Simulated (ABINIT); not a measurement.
Here is an ABINIT 10.8.3 (patched build) calculation.

run.abi

```
# Pseudopotentials
pp_dirpath "./"
pseudos "Hf.upf, N.upf"

# Structure
acell 3*1.0 Angstrom
rprim
     0.0000000000     2.2560000000     2.2560000000
     2.2560000000     0.0000000000     2.2560000000
     2.2560000000     2.2560000000     0.0000000000
ntypat 2
znucl 72 7
natom 2
typat 1 2
chkprim 0
chksymtnons 0
tolsym 1.0e-6
xred
            0.0            0.0            0.0
            1/2            1/2            1/2

# Plane-wave basis
ecut 42.0
ecutsm 0.5

# k points
kptopt 1
ngkpt 8 8 8
nshiftk 1
shiftk 0.0 0.0 0.0

# Exchange and correlation
ixc -116133

# Bands and occupations
nband 13
occopt 3
tsmear 0.05 eV

# SCF cycle
nstep 80
tolvrs 1.0e-12

# Output
iomode 3
prteig 0
prtebands 0
prtwf 0
prtden 0

# Relaxation
ionmov 2
optcell 2
ntime 50
tolmxf 2.0e-5
dilatmx 1.08
```

Potentials or basis: PseudoDojo NC SR PBEsol v0.4.1 standard.

The run is started by

```bash
$ abinit run.abi > log 2>&1
```

Question: Estimate the relaxed volume.

Answer: 11.38 Å³/atom.

Question: Predict the relaxed cell.

Answer: a = 3.181 Å, b = 3.181 Å, c = 3.181 Å, α = 60.00°, β = 60.00°, γ = 60.00°.

Question: Estimate the band gap on the k mesh.

Answer: None (metal or under the smearing width).

Question: What does it give for the space group after relaxing (to 0.05 Å)?

Answer: Fm-3m (No. 225).

Final structure:
```yaml
crystal:
  lattice:
    - [0.00000, 2.24920, 2.24920]
    - [2.24920, 0.00000, 2.24920]
    - [2.24920, 2.24920, 0.00000]
  atoms:
    - { symbol: Hf, position: [0.00000, 0.00000, 0.00000] }
    - { symbol: N, position: [0.50000, 0.50000, 0.50000] }
```

The run has no spin-orbit coupling, so splittings on Hf are missing.
